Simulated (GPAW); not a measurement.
Write an ASE script for GPAW 26.7.0 that does the following.

```yaml
Task: relaxation of cell and atoms
Functional: PBEsol
Potentials_or_basis: PAW data sets generated in the run's folder for this functional
Cutoff: 600 eV
Basis: pw
k_mesh: 7 × 7 × 4
Occupations: fermi-dirac, width 0.05 eV
Spin: no spin polarisation
Target_pressure: 2 GPa
Maxiter: 150
Optimizer: BFGS
Fmax: 0.02 eV/Å
Max_steps: 60
Target_pressure: 2 GPa
Convergence: density=1e-05 forces=0.0001
```

Crystal: Hf.

```xyz
2
Lattice="3.1967 0.0000 0.0000 -1.5983 2.7684 0.0000 0.0000 0.0000 5.0578" Properties=species:S:1:pos:R:3 pbc="T T T"
Hf    1.5984    0.9228    3.7934
Hf    0.0000    1.8456    1.2645
```

The input as run:

run.py

```python
from ase import Atoms
from ase.filters import FrechetCellFilter
from ase.io import write
from ase.optimize import BFGS
from ase.units import GPa
from gpaw import GPAW, PW, setup_paths

setup_paths.insert(0, '.')

atoms = Atoms(['Hf', 'Hf'],
              cell=[[3.1967, 0.0, 0.0],
                    [-1.59835, 2.7684234083, 0.0],
                    [0.0, 0.0, 5.0578]],
              scaled_positions=[[0.6666666667, 0.3333333333, 0.75],
                                [0.3333333333, 0.6666666667, 0.25]],
              pbc=True)

calc = GPAW(mode=PW(600),
            xc='PBEsol',
            kpts={'size': (7, 7, 4), 'gamma': True},
            occupations={'name': 'fermi-dirac', 'width': 0.05},
            nbands=24,
            convergence={'density': 1e-05, 'forces': 0.0001},
            maxiter=150,
            txt='gpaw.txt')
atoms.calc = calc
opt = BFGS(FrechetCellFilter(atoms, scalar_pressure=2 * GPa), trajectory='relax.traj', logfile='-')
done = opt.run(fmax=0.02, steps=60)
calc.write('gs.gpw')
write('result.traj', atoms)
print('Converged:', done)
print('Cell:', atoms.cell.cellpar().round(4))
print('Volume:', round(atoms.get_volume(), 4))
print(atoms.get_scaled_positions().round(5))
```

Potentials or basis: PAW data sets generated in the run's folder for this functional, pw.

Command:

```console
$ gpaw-setup -f PBEsol Hf
$ OMP_NUM_THREADS=1 python run.py
```

Results of the run:

| Item | Value |
| --- | --- |
| Relaxed volume | 21.41 Å³/atom |
| Relaxed cell | a = 3.139 Å, b = 3.139 Å, c = 5.016 Å, α = 90.00°, β = 90.00°, γ = 120.00° |
| Space group after relaxing (to 0.05 Å) | P6_3/mmc (No. 194) |
| Energy change on relaxing (the enthalpy is what falls) | -4.8 meV/atom |
| Ionic steps | 6 |
| Pressure after relaxing | 1.9 GPa |
| Band gap on the k mesh | none (metal or under the smearing width) |

Caveat: later steps reuse the first step's grids.

Run time: 73 s on 1 thread of Arm Neoverse V2, on a shared host, peak memory 0.25 GiB.
